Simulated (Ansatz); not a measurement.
# Nb: equation of state with LDA

Nb:

```xyz
1
Lattice="0.0000 2.1150 2.1150 2.1150 0.0000 2.1150 2.1150 2.1150 0.0000" Properties=species:S:1:pos:R:3 pbc="T T T"
Nb    0.0000    0.0000    0.0000
```

This isn't the form of Nb at room conditions, which is bcc.

```
Program             : Ansatz 0.2.0
Task                : equation of state
Functional          : LDA
Potentials or basis : all-electron LAPW, scalar-relativistic
Basis error allowed : 0.001 eV/atom
k mesh              : 11 × 11 × 11
Occupations         : fermi-dirac, width 0.05 eV
Spin                : no spin polarisation
```

The equilibrium volume is 17.69 Å³/atom (rough: see the caveat). The bulk modulus is 187 GPa (rough).

Energy against volume, from the lowest point:
| volume (Å³/atom) | energy (meV/atom) |
| --- | --- |
| 17.786 | 0.00 |
| 18.165 | 6.86 |
| 18.543 | 21.96 |
| 18.922 | 44.51 |
| 19.300 | 73.78 |
| 19.679 | 109.08 |
| 20.057 | 149.80 |

All runs of the series together: 28 s on 1 thread of Arm Neoverse V1, with other jobs on the host.

Caveat: the minimum lies outside the volumes run.
